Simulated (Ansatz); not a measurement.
# HfB2 and the effect of the Hubbard U on Hf d

```
Hf B
1.0
     3.14000    0.00000    0.00000
    -1.57000    2.71932    0.00000
     0.00000    0.00000    3.48000
Hf B
1 2
Direct
  0.00000 0.00000 0.00000
  0.66667 0.33333 0.50000
  0.33333 0.66667 0.50000
```

Kept alike: task projected density of states; functional PBEsol; k mesh 10 × 10 × 8; occupations fermi-dirac, width 0.05 eV; no spin polarisation. Program: Ansatz, Ansatz PAW, cutoff 420 eV. The mesh is that of the run's cell of 3 atoms. No spin-orbit coupling.

```tsv
Hubbard U on Hf d, U (eV)	pressure (GPa)
0	-4.32
1	-3.39
2	?
3	-1.38
4	-0.29
5	0.86
6	2.07
8	4.71
```

Pressure is positive in compression, with a Pulay correction for the finite cutoff. U acts here on a shell without spin polarisation. For a metal such a mesh leaves the last digits unconverged. How U acts hangs on the program's projectors. All rows use potentials made for PBE. U is the effective U - J on orthogonalised atomic projectors. Double counting: fully localised limit (the default).

Question: Fit the rows shown and predict the run at 2 eV.

Answer: A least-squares parabola through the rows shown is pressure = 0.03052 U² + 0.8826 U - 4.311 (largest miss 0.013); at U = 2 it gives -2.42 GPa. The run gave: pressure -2.41 GPa.
